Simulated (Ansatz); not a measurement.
## AlN

The computed numbers are results of PBE, scalar-relativistic (no spin polarisation) in the plane-wave PAW code Ansatz at 420 eV, 14×14×14 k-mesh, Gaussian smearing of 0.05 eV. The datasets are Ansatz's generated set soft_2.

```
Al N
1.0
     0.00000    2.03527    2.03527
     2.03527    0.00000    2.03527
     2.03527    2.03527    0.00000
Al N
1 1
Direct
  0.00000 0.00000 0.00000
  0.50000 0.50000 0.50000
```

The chain of runs began from a cell as deposited in COD, expanded in volume.

The cell is relaxed to zero pressure at this level.

Path: Γ–X–U | K–Γ–L–W–X, with Γ = (0.000, 0.000, 0.000), X = (0.500, 0.000, 0.500), U = (0.625, 0.250, 0.625), K = (0.375, 0.375, 0.750), L = (0.500, 0.500, 0.500), W = (0.500, 0.250, 0.750) in reciprocal vectors of the calculation's cell.

Question: Is it a metal or an insulator, and if it has a gap, where are the band edges on this path?

Answer: An insulator with a gap of 4.44 eV on the path, the valence band topping at Γ and the conduction band bottoming at X; the smallest direct gap is 5.38 eV.

Bands as a text map, energy in eV from the Fermi level (dashes), each leg drawn with the same width:
```
  3.71 | *   *                        **           *    
  3.43 |     *   *    **      *                      *  
  3.14 |*     ***   **         **                   * **
  2.86 |           *                                    
  2.57 |      *  **                                  *  
  2.29 |       **                                     **
  2.00 |                                                
  1.71 |                                                
  1.43 |                                                
  1.14 |                                                
  0.86 |                                                
  0.57 |                                                
  0.29 |                                                
  0.00 |------------------------------------------------
 -0.29 |                                                
 -0.57 |                                                
 -0.86 |                                                
 -1.14 |                                                
 -1.43 |                                                
 -1.71 |                                                
 -2.00 |                                                
 -2.29 |**                   *****                      
 -2.57 |                    *     *                     
 -2.86 | **                * *     *                    
 -3.14 |                  *         *****               
 -3.43 |   *                     *      **              
 -3.71 |                 *  **            *             
 -4.00 |  * *                            *              
        Γ      X      UK       Γ       L       W       X
```

Formal charges Al³⁺, N³⁻ balance and leave closed shells on every ion, so a band insulator is expected, and the gap is 4.44 eV.

Within 0.6 eV of the edges the projected states are 96 % N 2p at the top of the valence band and 85 % Al 3s at the bottom of the conduction band. Crossing the gap moves an electron from the anion's filled p shell to the metal's empty orbitals, as in ionic insulators.

Run time: 8 s on 2 threads of Arm Neoverse V1, on a shared host, peak memory 0.28 GiB.

Semilocal functionals underestimate band gaps, commonly by a third or more.
